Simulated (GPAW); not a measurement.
# SnTe in GPAW: convergence with response cutoff (eV)

SnTe:

```xyz
2
Lattice="0.0000 3.6111 3.6111 3.6111 0.0000 3.6111 3.6111 3.6111 0.0000" Properties=species:S:1:pos:R:3 pbc="T T T"
Te    5.4167    5.4167    5.4167
Sn    0.0000    0.0000    0.0000
```

Measurements of this composition are mostly on another form, of space group No. 225.

- Program: GPAW 26.7.0
- Task: dielectric tensor
- Functional: PBE
- Potentials or basis: GPAW PAW data sets (gpaw-data 1.2.1)
- Cutoff: 450 eV
- Basis: pw
- k mesh: 5 × 5 × 5
- Occupations: fermi-dirac, width 0.001 eV
- Spin: no spin polarisation
- Response ecut: 10 eV
- Maxiter: 150
- Response k mesh: 10 × 10 × 10
- Response bands: 34
- Kernels: ["RPA"]
- Coarser k mesh: 10 × 10 × 10

These are the settings of the first run; the series varies response cutoff (eV), with any setting tied to it.

Hardware: 1 thread of INTEL(R) XEON(R) PLATINUM 8581C CPU @ 2.10GHz (Emerald Rapids), with other jobs on the host.

| response cutoff (eV) | dielectric constant | SCF cycles | CPU time (s) | peak memory (GiB) |
| --- | --- | --- | --- | --- |
| 10 | 12.317 | 11 | 72 | 0.37 |
| 20 | 12.312 | 11 | 71 | 0.37 |
| 30 | 12.257 | 11 | 70 | 0.37 |
| 50 | 11.996 | 11 | 74 | 0.37 |
| 80 | 11.958 | 11 | 75 | 0.37 |
| 120 | 11.956 | 11 | 73 | 0.38 |
| 160 | 11.955 | 11 | 74 | 0.38 |

Against the tightest run, the dielectric constant stays within 0.05 from 50 on. The tightest run that finished is the yardstick and may itself not be fully converged.

Caveat, for the tightest run too: the long-wavelength limit can be off by a per cent or two.
